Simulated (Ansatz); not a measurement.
The system is Hf.

```
Hf
1.0
     3.19670    0.00000    0.00000
    -1.59835    2.76842    0.00000
     0.00000    0.00000    5.05780
Hf
2
Cartesian
  1.5984 0.9228 3.7934
  0.0000 1.8456 1.2645
```

Below is the output of Ansatz 0.2.0 for this cell. Logs are shortened: lines on timing, memory, paths and dates and some standing lists are left out, and cuts for length are marked.

```text
Warning: RAYON_NUM_THREADS=1 ignored (pool sized by the plan → 1); use --threads N
scf.n_extra_bands = 14 over 24 filled bands (N_el = 24.0): the run solves 38 bands
Engine: ansatz 0.2.0, x86_64-unknown-linux-gnu
Pseudopotentials: kind: nc_fr
Pseudopotential: Hf, nc_fr, valence charge 12, recommended cutoff 789.130201 eV (normal), Hf.nc_fr.azcp (PseudoDojo's, or run here from an input of PseudoDojo's: the run reads no file of this project's for it)
Functional definition: PBE
  parameter kappa = 0.804
  parameter beta = 0.06672455060314922
  exchange = pbe_x(kappa = kappa, mu = beta*pi^2/3)
  correlation = pbe_c(beta = beta)
non-collinear run that drives no moment, with spin-orbit: no starting moment large enough to seed its density (crystal.atoms[].spin), no starting occupations that ask for one, no magnetisation constraint and no magnetic field, so the semilocal B_xc is pinned to zero
Crystal: 2 atoms, lattice volume = 44.761 Å³
Basis set: ecut = 789.130201 eV, 2297 PW (Γ)
Bands: 38, of which v1, the nominal top of the filled ones, is band 24 counted from 1 (23 counted from 0)
Symmetry: 24 space group operations + 24 with time reversal
Magnetic group: BNS 194.264 (UNI 1494), of the structure as read, at distance tolerance 3.6e-5 Å
k-points: 42 of 500
Projection manifold: j_resolved (fully-relativistic pseudo-atomic orbitals)
Non-local potential: Hf, projectors of the file, l = 0: 2, l = 1: 4, l = 2: 4, l = 3: 4
Initial density: superposition of atomic densities (chi_scale 0.1, normalization cell)
Initial wavefunctions: pseudopotential atomic-orbital guess
[... 22 lines left out ...]
Harris-Foulkes:  -3070.432852 eV  (|F-HF|=3.47e-10)
Internal energy: -3070.432852 eV  (E = F + TS)
E sigma→0 (E₀):  -3070.432852 eV
Fermi energy:    15.113651 eV
--- Per-component energies (eV) ---
  E_band       = -282.113240
  E_kinetic    = 790.166010
  E_local      = -1493.927543  (includes V_loc(G=0)·N_el)
  E_nonlocal   = 144.493067
  E_hartree    = 385.077549
  E_xc         = -777.809182
  E_vxc        = -496.494433  (∫ρ·V_xc dr)
  E_hubbard    = 6.359722  (on-site DFT+U / exact-exchange correction)
  E_vhub       = 3.495238  (the Hubbard potential's part of the band-sum identity)
  E_ewald      = -2124.792475
  E_smearing   = -0.000000  (= −TS)
  E_closure    = 0.000000  (closes the sum)
  Σ components = -3070.432852   (vs F -3070.432852, Δ=0.00e0)
--- Hubbard shell moments (per corrected site; Tr N, ν in electrons; μ in μ_B) ---
  shell 0: Tr N=3.0748  μ_S=(+0.0000, -0.0000, +0.0000)  μ_L=(-0.0000, -0.0000, -0.0000)  μ=(+0.0000, -0.0000, -0.0000)  ν=0.0125 (axis n/a)
  shell 1: Tr N=3.0748  μ_S=(+0.0000, -0.0000, +0.0000)  μ_L=(+0.0000, +0.0000, +0.0000)  μ=(+0.0000, +0.0000, +0.0000)  ν=0.0125 (axis n/a)
--- Band table (eV; the first three rows and the last of 42) ---
  k-point 0: bands = ["-47.2138", "-47.2138", "-47.1177", "-47.1177", "-21.5145", "-21.5145", "-21.2747", "-21.2747", "-14.1034", "-14.1034", "-13.5057", "-13.5057", "-13.3522", "-13.3522", "-13.3517", "-13.3517", "7.2439", "7.2439", "11.2919", "11.2919", "15.1744", "15.1744", "16.0918", "16.0918", "16.4728", "16.4728", "16.4962", "16.4962", "16.8631", "16.8631", "17.3398", "17.3398", "17.8683", "17.8683", "18.0873", "18.0873", "20.4613", "20.4613"]
  k-point 1: bands = ["-47.2069", "-47.2069", "-47.1283", "-47.1283", "-21.4912", "-21.4912", "-21.2972", "-21.2972", "-14.0375", "-14.0375", "-13.4911", "-13.4911", "-13.4297", "-13.4297", "-13.3669", "-13.3669", "7.6078", "7.6078", "10.9817", "10.9817", "14.8976", "14.8976", "15.9815", "15.9815", "16.1388", "16.1388", "16.3684", "16.3684", "16.6379", "16.6379", "17.0479", "17.0479", "18.4047", "18.4047", "18.5728", "18.5728", "20.6046", "20.6046"]
  k-point 2: bands = ["-47.1862", "-47.1862", "-47.1555", "-47.1555", "-21.4307", "-21.4307", "-21.3565", "-21.3565", "-13.8593", "-13.8593", "-13.6273", "-13.6273", "-13.4528", "-13.4528", "-13.4053", "-13.4053", "8.6104", "8.6104", "9.9451", "9.9451", "14.8776", "14.8776", "15.4707", "15.4707", "15.9570", "15.9570", "16.2150", "16.2150", "16.2804", "16.2804", "16.5543", "16.5543", "19.4764", "19.4764", "19.6219", "19.6219", "20.3965", "20.3965"]
  k-point 41: bands = ["-47.1255", "-47.1255", "-47.1241", "-47.1241", "-21.5275", "-21.5275", "-21.5177", "-21.5177", "-14.0989", "-14.0989", "-13.9099", "-13.9099", "-13.7891", "-13.7891", "-13.6027", "-13.6027", "12.9340", "12.9340", "13.1272", "13.1272", "13.8119", "13.8119", "14.1256", "14.1256", "14.7001", "14.7001", "15.0617", "15.0617", "17.2378", "17.2378", "18.2130", "18.2130", "20.1841", "20.1841", "20.4630", "20.4630", "22.2592", "22.2592"]
Occupation matrices written to <dir>
Wannier search: line search 1 of at most 10000: gauge-dependent spread (as the search counts it) 52.1370490 Å², largest recent change 1.5e1 Å² and fall left 4.5e0 Å² against conv_tol 1.0e-10 Å², 0 stops escaped
WARN: <dir> 868 periodic images of 756 elements of H(R) lie 4.88e-4 to 1.95e-3 Å beyond their element's nearest image, near the 9.77e-4 Å window within which an element is shared among its images; whether they share it moves the interpolated H(k) by 1.0e-2 eV (Frobenius norm, root mean square over the Brillouin zone); at the model's own mesh points H(k) does not change
```

Question: What input gives this log?

Answer: Wannier functions with PBE+U, spin-orbit coupling, no magnetisation. The files as run (others can give the same):

input.yaml
```yaml
crystal:
  lattice:
    - [3.1967, 0.0, 0.0]
    - [-1.59835, 2.7684234083, 0.0]
    - [0.0, 0.0, 5.0578]
  atoms:
    - { symbol: Hf, position: [0.6666666667, 0.3333333333, 0.75] }
    - { symbol: Hf, position: [0.3333333333, 0.6666666667, 0.25] }
hamiltonian:
  xc: pbe
  pseudopotentials: { kind: nc_fr }
  hubbard: { sites: [{ species: Hf, l: d, u_eff: 3.0 }] }
magnetization:
  noncollinear: true
  spin_orbit: true
kpoints:
  mp_grid: { grid: [10, 10, 5] }
scf:
  occupations: { method: tetrahedron }
  n_extra_bands: 14
output:
  wannier:
    kmesh: [6, 6, 5]
    projections:
      - { site: 0, l: d }
      - { site: 1, l: d }
      - { site: 0, l: s }
      - { site: 1, l: s }
    minimise: true
    write_xyz: true
    disentanglement: { window: [-0.9, 31.1], frozen_window: [2.1, 15.6] }
```

wannier.win
```
! ansatz wannier90 interface
! projections by site (counted from 0) and shell: 0 5D, 1 5D, 0 6S, 1 6S
! states of the run's bands (counted from 1): 1-54
num_bands = 54
num_wann  = 24
num_iter  = 2000
dis_win_min = -0.9
dis_win_max = 31.1
dis_froz_min = 2.1
dis_froz_max = 15.6
dis_num_iter = 10000
guiding_centres = true
spinors = true
write_xyz = true

begin unit_cell_cart
Ang
        3.196700000012866                      0.0                      0.0
       -1.598350000006433       2.7684234082888572                      0.0
                      0.0                      0.0                   5.0578
end unit_cell_cart

begin atoms_frac
Hf        0.6666666666666666       0.3333333333333333                     0.75
Hf        0.3333333333333333       0.6666666666666666                     0.25
end atoms_frac

mp_grid = 6 6 5

begin kpoints
                      0.0                      0.0                      0.0
                      0.0                      0.0                      0.2
                      0.0                      0.0                      0.4
                      0.0                      0.0                      0.6
                      0.0                      0.0                      0.8
                      0.0      0.16666666666666666                      0.0
[... 172 lines left out ...]
       0.8333333333333334       0.8333333333333334                      0.6
       0.8333333333333334       0.8333333333333334                      0.8
end kpoints

! the run's levels, as it left them, place the level below, alone or with this mesh's (scf_levels_not_solved_further: tetrahedron_occupations)
fermi_energy = 15.116754649293808

begin projections
f=0.6666666666666666,0.3333333333333333,0.75: d
f=0.3333333333333333,0.6666666666666666,0.25: d
f=0.6666666666666666,0.3333333333333333,0.75: s
f=0.3333333333333333,0.6666666666666666,0.25: s
end projections
```

wannier_centres.xyz
```xyz
26
Wannier centres, written by ansatz wannier90 interface
X          1.59621933       0.92400694       3.83094175
X          1.59619569       0.92408212       3.75575688
X          1.59545762       0.92447714       3.24629851
X          1.59545149       0.92448145       4.34040135
X          1.59885360       0.92251609       3.57026794
X          1.59886196       0.92251285       4.01643225
X          1.73711138       1.10157300       3.79333817
X          1.38529410       1.04581733       3.79335659
X          1.51292224       0.71325000       3.79334274
X          1.76615572       0.82592550       3.79336408
X          0.00215431       1.84434129       1.30204312
X          0.00213067       1.84441647       1.22685825
X          0.00289851       1.84394196       0.71739865
X          0.00289238       1.84394626       1.81150149
X         -0.00051196       1.84591055       1.04136775
X         -0.00050360       1.84590731       1.48753206
X          0.21305589       1.72260608       1.26444341
X         -0.13876138       1.66685041       1.26446183
X         -0.16780572       1.94249791       1.26443592
X          0.08542776       2.05517341       1.26445726
X          1.59901044       0.92242674       1.93871719
X          1.59901591       0.92242389       5.64798309
X         -0.00066591       1.84599952      -0.59018309
X         -0.00066044       1.84599667       3.11908281
Hf         1.59835000       0.92280780       3.79335000
Hf         0.00000000       1.84561561       1.26445000
```

Potentials or basis: PseudoDojo standard (PBE files).
Launch:
```sh
$ ansatz run input.yaml --threads 1 --pin off --max-ram 2560MiB --backend cpu --events-out ev --progress --plain --runs-dir out
```

Caveat: U without spin polarisation on a metal has little footing; the U is typed as a test and isn't derived for this compound.
